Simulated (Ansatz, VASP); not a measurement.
# CaO (Lime): VASP beside Ansatz

Wanted: the spread between two codes on one cell, functional and k mesh. The cell is taken from a series of VASP runs on this material, whose earlier steps may have relaxed, scaled or displaced it; both programs get it as it stands.

Program: Ansatz 0.2.0. Level of theory: plane waves, with VASP 6.6.1 beside it; relaxation of cell and atoms at LDA and relaxation of cell and atoms at PBEsol with D3(BJ). Results are calculated unless marked as measured.

**1. Set-up**

It takes space group Fm-3m (No. 225, cubic). Conventional cell: a = 4.719 Å, b = 4.719 Å, c = 4.719 Å, α = 90.00°, β = 90.00°, γ = 90.00°. Nearest to Ca lie 6 O at 2.36 Å. Nearest to O lie 6 Ca at 2.36 Å. Farther neighbours and most contacts between anions are not listed.

Structure file:

```cif
data_structure
_symmetry_space_group_name_H-M 'P 1'
_symmetry_Int_Tables_number 1
_cell_length_a 3.3370
_cell_length_b 3.3370
_cell_length_c 3.3370
_cell_angle_alpha 60.000
_cell_angle_beta 60.000
_cell_angle_gamma 60.000
_cell_volume 26.28
loop_
_atom_site_label
_atom_site_type_symbol
_atom_site_fract_x
_atom_site_fract_y
_atom_site_fract_z
_atom_site_occupancy
Ca1 Ca 0.00000 0.00000 0.00000 1
O2 O 0.50000 0.50000 0.50000 1
```

**2. VASP: relaxation of cell and atoms, LDA**

The relaxed volume is the usual yardstick between codes: its relative difference is about their pressure difference at one cell divided by the bulk modulus.

Lines of VASP's logs that name or quote its potential files are left out, and so is its time.

INCAR

```
SYSTEM = CaO
PREC = Accurate
ENCUT = 520
EDIFF = 1E-06
NELM = 100
ISMEAR = 0
SIGMA = 0.03
LREAL = .FALSE.
ALGO = Normal
GGA = CA
NBANDS = 14
LORBIT = 11
LWAVE = .FALSE.
LCHARG = .FALSE.
KPAR = 4
IBRION = 2
NSW = 50
ISIF = 3
EDIFFG = -0.006
```

POSCAR

```
CaO
1.0
    0.0000000000      2.3596299037      2.3596299037
    2.3596299037      0.0000000000      2.3596299037
    2.3596299037      2.3596299037      0.0000000000
Ca O
1 1
Direct
    0.0000000000      0.0000000000      0.0000000000
    0.5000000000      0.5000000000      0.5000000000
```

KPOINTS

```
Automatic mesh
0
Gamma
8 8 8
0 0 0
```

The projector-augmented-wave data sets are Ca_sv and O (LDA family, release 64).

Command:

```sh
$ mpirun -np 4 vasp_std
```

Numbers of over 12 decimals in the logs are rounded to 6 here.

What it wrote:

```text
[banner, memory and clock lines left out]
running    4 mpi-ranks, on    1 nodes
 distrk:  each k-point on    1 cores,    4 groups
 distr:  one band on    1 cores,    1 groups

 POSCAR found type information on POSCAR CaO
 POSCAR found :  2 types and       2 ions
 LDA part: xc-table for (Slater(with rela. corr.)+CA(PZ))
 , standard interpolation
 POSCAR, INCAR and KPOINTS ok, starting setup
 FFT: planning ... GRIDC
 FFT: planning ... GRID_SOFT
 FFT: planning ... GRID
 WAVECAR not read
 entering main loop
       N       E                     dE             d eps       ncg     rms          rms(c)
DAV:   1     0.123175853392E+03    0.12318E+03   -0.86903E+03   820   0.118E+03
DAV:   2    -0.105312782012E+02   -0.13371E+03   -0.12525E+03  1036   0.306E+02
DAV:   3    -0.157840562750E+02   -0.52528E+01   -0.52214E+01   902   0.629E+01
DAV:   4    -0.159345497333E+02   -0.15049E+00   -0.15038E+00  1192   0.929E+00
DAV:   5    -0.159366085729E+02   -0.20588E-02   -0.20583E-02   942   0.104E+00    0.846E+00
DAV:   6    -0.143508410278E+02    0.15858E+01   -0.54452E+00   856   0.233E+01    0.363E+00
DAV:   7    -0.142547486759E+02    0.96092E-01   -0.51773E-01  1020   0.748E+00    0.176E+00
DAV:   8    -0.142215357039E+02    0.33213E-01   -0.74687E-02   960   0.285E+00    0.284E-01
DAV:   9    -0.142209939525E+02    0.54175E-03   -0.60003E-03  1022   0.558E-01    0.103E-01
DAV:  10    -0.142211473509E+02   -0.15340E-03   -0.34475E-04   962   0.223E-01    0.420E-02
DAV:  11    -0.142211201168E+02    0.27234E-04   -0.50461E-05  1136   0.833E-02    0.631E-03
DAV:  12    -0.142211197482E+02    0.36861E-06   -0.40863E-06   878   0.209E-02
   1 F= -.14221120E+02 E0= -.14221120E+02  d E =-.142211E+02
 curvature:   0.00 expect dE= 0.000E+00 dE for cont linesearch  0.000E+00
 trial: gam= 0.00000 g(F)=  0.265E-59 g(S)=  0.498E-07 ort = 0.000E+00 (trialstep = 0.100E+01)
 search vector abs. value=  0.499E-07
 reached required accuracy - stopping structural energy minimisation
```

OUTCAR, selected parts (step 2):

```text
ion  position               nearest neighbor table
   1  0.000  0.000  0.000-   2 2.36   2 2.36   2 2.36   2 2.36   2 2.36   2 2.36
   2  0.500  0.500  0.500-   1 2.36   1 2.36   1 2.36   1 2.36   1 2.36   1 2.36

  LATTYP: Found a face centered cubic cell.
 ALAT       =     4.7192598074

 Subroutine GETGRP returns: Found 48 space group operations
 (whereof 48 operations were pure point group operations)

The static configuration has the point symmetry O_h .

 Found     29 irreducible k-points:

   k-points           NKPTS =     29   k-points in BZ     NKDIM =     29   number of bands    NBANDS=     14

   dimension x,y,z NGX =    28 NGY =   28 NGZ =   28
   dimension x,y,z NGXF=    56 NGYF=   56 NGZF=   56

   ENCUT  =  520.0 eV  38.22 Ry    6.18 a.u.   6.20  6.20  6.20*2*pi/ulx,y,z

   NELECT =      16.0000    total number of electrons

 k-points in reciprocal lattice and weights: Automatic mesh
   0.00000000  0.00000000  0.00000000       0.002
   0.12500000  0.00000000  0.00000000       0.016
   0.25000000  0.00000000  0.00000000       0.016
   0.37500000  0.00000000  0.00000000       0.016
   0.50000000  0.00000000  0.00000000       0.008
   0.12500000  0.12500000  0.00000000       0.012
   0.25000000  0.12500000  0.00000000       0.047
   0.37500000  0.12500000  0.00000000       0.047
   0.50000000  0.12500000  0.00000000       0.047
[...]
-0.37500000  0.50000000  0.12500000       0.023
  -0.25000000  0.50000000  0.25000000       0.012

 average (electrostatic) potential at core
       1 -43.2374       2 -71.1011

 E-fermi :   2.5617

 k-point     1 :       0.0000    0.0000    0.0000
  band No.  band energies     occupation
    ...
      4     -15.5084      2.00000
      5     -12.9744      2.00000
      6       2.3422      2.00000
      7       2.3422      2.00000
      8       2.3422      2.00000
      9       7.3615      0.00000
     10       8.5739      0.00000
     11       8.5739      0.00000
     12       8.5739      0.00000
     13      10.2360      0.00000
    ...

 k-point     2 :       0.1250    0.0000    0.0000
  band No.  band energies     occupation
    ...
      4     -15.5181      2.00000
      5     -12.6728      2.00000
      6       1.7729      2.00000
      7       2.1028      2.00000
      8       2.1028      2.00000
      9       8.0545      0.00000
     10       8.5393      0.00000
     11       8.8642      0.00000
     12       8.8642      0.00000
     13      10.6477      0.00000
    ...

 k-point     3 :       0.2500    0.0000    0.0000
  band No.  band energies     occupation
    ...
      4     -15.5412      2.00000
      5     -12.1034      2.00000
      6       0.6973      2.00000
      7       1.5958      2.00000
      8       1.5958      2.00000
      9       8.6281      0.00000
     10       9.5385      0.00000
     11       9.6286      0.00000
     12       9.6286      0.00000
     13      11.6317      0.00000
    ...

  Total        0.0008292      0.0008292      0.0008292      0.0000000      0.0000000     -0.0000000
  in kB        0.0505596      0.0505596      0.0505596      0.0000000      0.0000000     -0.0000000
  external PRESSURE =       0.0505596 kB  Pullay stress =       0.0000000 kB

  energy-cutoff  :      520.00
  volume of cell :       26.28
      direct lattice vectors                 reciprocal lattice vectors
     0.000000000  2.359629904  2.359629904    -0.211897637  0.211897637  0.211897637
     2.359629904  0.000000000  2.359629904     0.211897637 -0.211897637  0.211897637
     2.359629904  2.359629904  0.000000000     0.211897637  0.211897637 -0.211897637

 POSITION                                       TOTAL-FORCE (eV/Angst)
 -----------------------------------------------------------------------------------
      0.00000      0.00000      0.00000        -0.000000     -0.000000      0.000000
      2.35963      2.35963      2.35963         0.000000      0.000000     -0.000000
 -----------------------------------------------------------------------------------
    total drift:                                0.000000      0.000000      0.000000

  FREE ENERGIE OF THE ION-ELECTRON SYSTEM (eV)
  ---------------------------------------------------
  free  energy   TOTEN  =       -14.2211197482 eV

  energy  without entropy=      -14.2211197482  energy(sigma->0) =      -14.22111975

 reached required accuracy - stopping structural energy minimisation

 total charge
# of ion       s       p       d       tot
------------------------------------------
    1        2.045   5.884   0.338   8.267
    2        1.540   3.449   0.000   4.989
--------------------------------------------------
tot          3.586   9.332   0.338  13.256

[... 3 further parts left out ...]
```

CONTCAR:

```
CaO
   1.00000000000000
     0.0000000000000000    2.3596299037000001    2.3596299037000001
     2.3596299037000001    0.0000000000000000    2.3596299037000001
     2.3596299037000001    2.3596299037000001    0.0000000000000000
  Ca              O
     1     1
Direct
     0.0000000000000000    0.0000000000000000    0.0000000000000000
     0.5000000000000000    0.5000000000000000    0.5000000000000000
```

**3. Ansatz: relaxation of cell and atoms, LDA**

Ansatz runs on its default PAW (the set named soft_2) files.

The same cell, functional (in two slightly different forms), mesh and smearing now go to Ansatz, which takes its cutoff from its data sets.

input.yaml

```yaml
crystal:
  lattice:
    - [0.0, 2.3596299037, 2.3596299037]
    - [2.3596299037, 0.0, 2.3596299037]
    - [2.3596299037, 2.3596299037, 0.0]
  atoms:
    - { symbol: Ca, position: [0.0, 0.0, 0.0] }
    - { symbol: O, position: [0.5, 0.5, 0.5] }
hamiltonian:
  xc: lda
  pseudopotentials: { kind: paw }
kpoints:
  mp_grid: { grid: [8, 8, 8] }
scf:
  occupations: { method: gaussian, width: 0.03 }
relax:
  f_tol: 0.01
  max_steps: 60
  cell: { stress_tol: 0.05 }
output:
  forces: true
  stress: true
```

Command:

```sh
$ ansatz run input.yaml --threads 4 --pin off --max-ram 9216MiB --backend cpu --events-out ev --progress --plain --runs-dir out
```

What it wrote:

```text
Engine: ansatz 0.2.0, aarch64-unknown-linux-gnu
Pseudopotentials: kind: paw
Pseudopotential: Ca, paw, valence charge 10, recommended cutoff 420 eV (normal), Ca.paw.azcp
Pseudopotential: O, paw, valence charge 6, recommended cutoff 420 eV (normal), O.paw.azcp
Functional definition: SPW92
  exchange = slater_x
  correlation = pw_c
Crystal: 2 atoms, lattice volume = 26.276 Å³
Basis set: ecut = 420 eV, 531 PW (Γ)
Bands: 12, of which v1, the nominal top of the filled ones, is band 8 counted from 1 (7 counted from 0)
Symmetry: 48 space group operations
Space group: Fm-3m (ITA 225), of the structure as read, at distance tolerance 3.0e-5 Å
k-points: 29 of 512
Non-local potential: Ca, projectors of the file, l = 0: 3, l = 1: 2, l = 2: 2
Non-local potential: O, projectors of the file, l = 0: 2, l = 1: 2, l = 2: 1
PAW form: soft (Blöchl's): semilocal exchange-correlation on the pseudo side does not see the compensation charge
PAW frozen core: Ca, regenerated for the run's functional, and the local potential with it (the file was generated under x = pbe(κ = 0.804, μ = 0.219515), c = pbe(β = 0.066725))
PAW frozen core: O, regenerated for the run's functional, and the local potential with it (the file was generated under x = pbe(κ = 0.804, μ = 0.219515), c = pbe(β = 0.066725))
PAW one-centre angular grid: Ca, 110 points (default); XC on 64 Gauss nodes
PAW one-centre angular grid: O, 110 points (default); XC on 64 Gauss nodes
Initial density: superposition of atomic densities (neutral atoms: chi_scale 0, normalization atom), corrected by the library's trained network
Initial wavefunctions: pseudopotential atomic-orbital guess
Functional: x = slater, c = lda
SCF iter   1: F=—  HF=-2331.658330 eV  |F-HF|=—  |Δ(HF+E_count)|=         —  Δρ=1.68e-2  dr2=7.18e-2  ethr=1.77e-3  ⟨swp⟩=7.3  Hψ=2428  notcnv=0
preconditioner: auto → none  [insulator: Δε(μ)=3.194 eV  Ē_g=18.005 eV  σ=0.030 eV  W_gap=1.00  n_scr=8 (ndim 8)  ℏωp=27.1 eV  f_vac=0.000  D(μ)=0.00/eV (n_scr^D=0)  ε∞_Penn≈3.3]
SCF iter   2: F=—  HF=-2331.650535 eV  |F-HF|=—  |Δ(HF+E_count)|=   7.79e-3  Δρ=1.48e-2  dr2=4.47e-2  ethr=4.48e-4  ⟨swp⟩=2.0  Hψ=789  notcnv=0
SCF iter   3: F=—  HF=-2331.639487 eV  |F-HF|=—  |Δ(HF+E_count)|=   1.10e-2  Δρ=2.54e-3  dr2=1.03e-3  ethr=2.79e-4  ⟨swp⟩=2.0  Hψ=551  notcnv=0
SCF iter   4: F=—  HF=-2331.639184 eV  |F-HF|=—  |Δ(HF+E_count)|=   3.03e-4  Δρ=5.21e-4  dr2=1.97e-5  ethr=6.45e-6  ⟨swp⟩=3.0  Hψ=668  notcnv=0
SCF iter   5: F=—  HF=-2331.639178 eV  |F-HF|=—  |Δ(HF+E_count)|=   5.15e-6  Δρ=1.22e-4  dr2=3.28e-6  ethr=1.23e-7  ⟨swp⟩=3.0  Hψ=580  notcnv=0
SCF iter   6: F=-2331.639178 eV  HF=-2331.639178 eV  |F-HF|=2.09e-8  |Δ(HF+E_count)|=   8.19e-7  Δρ=1.29e-5  dr2=3.21e-8  ethr=6.25e-10  ⟨swp⟩=3.0  Hψ=1331  notcnv=0
SCF 1 converged in 6 iterations: F = -2331.639178 eV  dr2 = 3.21e-8
  greatest PAW one-centre occupation: 0.996 electrons in one spin orbital (limit 2), on the Ca atom at site 0 (counted from 0), in its partial waves of l = 0
relax step   1: F+E_penalty+E_count = -2331.63917760 eV  Δ(F+E_penalty+E_count) = +0.000e0 eV  max|allowed force component| = 1.157e-29 eV/Å  Δτ_max = 0.0000 Å  P = -0.922 GPa  Ω = 26.276 Å³  (6 SCF iters, dr2 threshold 1.00e-7 eV, accepted)
[...]
relax step   2: F+E_penalty+E_count = -2331.64051643 eV  Δ(F+E_penalty+E_count) = -1.339e-3 eV  max|allowed force component| = 9.598e-30 eV/Å  Δτ_max = 0.0000 Å  P = +0.147 GPa  Ω = 26.066 Å³  energy of the carried Pulay correction = +8.246e-4 eV  (4 SCF iters, dr2 threshold 2.00e-7 eV, accepted)
[...]
relax step   3: F+E_penalty+E_count = -2331.64041651 eV  Δ(F+E_penalty+E_count) = +9.992e-5 eV  max|allowed force component| = 6.048e-30 eV/Å  Δτ_max = 0.0000 Å  P = -0.002 GPa  Ω = 26.095 Å³  energy of the carried Pulay correction = +7.118e-4 eV  (4 SCF iters, dr2 threshold 5.38e-8 eV, accepted)
[...]
relax step   4: F+E_penalty+E_count = -2331.63973571 eV  Δ(F+E_penalty+E_count) = +6.808e-4 eV  max|allowed force component| = 5.818e-30 eV/Å  Δτ_max = 0.0000 Å  P = -0.046 GPa  Ω = 26.095 Å³  stress off target by 4.56e-2 GPa  SCF on the basis re-selected at this cell (its energy is not comparable with the rows above)  (5 SCF iters)
basis re-selected at this cell: Δ(F+E_penalty+E_count) = +6.808e-4 eV, ΔP = -0.044 GPa vs the last step (what re-selecting the basis moved, of the pressure what is left beyond the Pulay correction that the steps carried, after the strain that the cell walked since its last selection, with what the two solves' SCF thresholds leave and, on support functions, any second-order correction that the steps lacked; it is no m [...]
SCF converged after 5 iterations
Free energy (F): -2331.639736 eV
Harris-Foulkes:  -2331.639736 eV  (|F-HF|=1.00e-11)
Internal energy: -2331.639736 eV  (E = F + TS)
E sigma→0 (E₀):  -2331.639736 eV
Fermi energy:    9.716625 eV
--- Per-component energies (eV) ---
  E_band       = -91.684040
  E_kinetic    = 455.912888
  E_local      = -860.302826  (includes V_loc(G=0)·N_el)
  E_nonlocal   = 117.005299
  E_hartree    = 282.519050
  E_xc         = -210.276989
  E_vxc        = -266.602216  (∫ρ·V_xc dr)
  E_paw        = -963.424509  (= ΣΔE_a)
  E_vpaw       = -102.737796  (= ΣTr[D̂ρ^β])
  E_aug_tail   = 0.002488  (compensation charges beyond the density's cutoff)
  E_ewald      = -1153.455224
  E_core_change = 0.380087  (= ΣΔE_core)
  E_smearing   = -0.000000  (= −TS)
  E_closure    = 0.000000  (closes the sum)
  Σ components = -2331.639736   (vs F -2331.639736, Δ=0.00e0)
--- Forces (eV/Å), atoms counted from 1 ---
  atom   1  Ca    -0.00000000     0.00000000     0.00000000
  atom   2  O      0.00000000    -0.00000000    -0.00000000
  max |Σ_I F_I| component: 1.15e-29 eV/Å
--- Stress (GPa, compression-positive) ---
       -0.045570       0.000000      -0.000000
       -0.000000      -0.045570      -0.000000
        0.000000      -0.000000      -0.045570
  P = ⅓ Tr σ = -0.0456 GPa (-0.456 kbar)
--- Relaxed structure (3 steps of the walk, 3 accepted, 1 SCFs on fresh bases) ---
  F+E_penalty+E_count = -2331.63973571 eV   max|allowed force component| = 5.818e-30 eV/Å   (the final SCF, on the basis selected at the relaxed cell)
  cell:  # Å, volume = 26.0946 Å³
    - [0, 2.354184, 2.354184]
    - [2.354184, 0, 2.354184]
    - [2.354184, 2.354184, 0]
  atoms:
    - { symbol: Ca, position: [0, 0, 0] }
    - { symbol: O, position: [0.5, 0.5, 0.5] }
```

It took 0.91 s on 4 threads of Arm Neoverse V1, shared host; peak memory 0.32 GiB; 2.6 s of CPU time.

**4. Side by side**

Known differences besides the potentials themselves: the two LDA forms differ slightly; both relaxations stop at a tolerance, which leaves soft axes loose, and VASP keeps its plane-wave basis; the cutoff is 420 eV in Ansatz and 520 eV in VASP; VASP's log shows a relativistic correction to its local exchange, Ansatz's none; Ansatz adds a Pulay correction to the stress that steers its cell, VASP none. Total energies have different zeros and are not compared.

Compared:

| quantity | Ansatz | VASP | difference |
| --- | --- | --- | --- |
| volume (Å³) | 26.09 | 26.28 | -0.69 % |
| edge a after relaxation, in the typed setting (Å) | 3.329 | 3.337 | -0.23 % |

The walks stopped with -0.05 GPa left in Ansatz and 0.01 GPa in VASP; each walk ends within a tolerance, so the volume difference is uncertain by about these residues over the bulk modulus, most in soft cells.

[end of part 1 of 2]

[Lines on the potential files, build, host, timing and source positions are cut from VASP's logs without a mark.]

[Logs are printed without paths, hosts, clocks, repeated set-up lines and the standing remarks that a program may print on its own settings, such as how far it seeks lower states.]

[Hosts, paths, dates, database ids (printed as entryN), source tags and the programs' standing remarks are cut or masked in the printed files.]
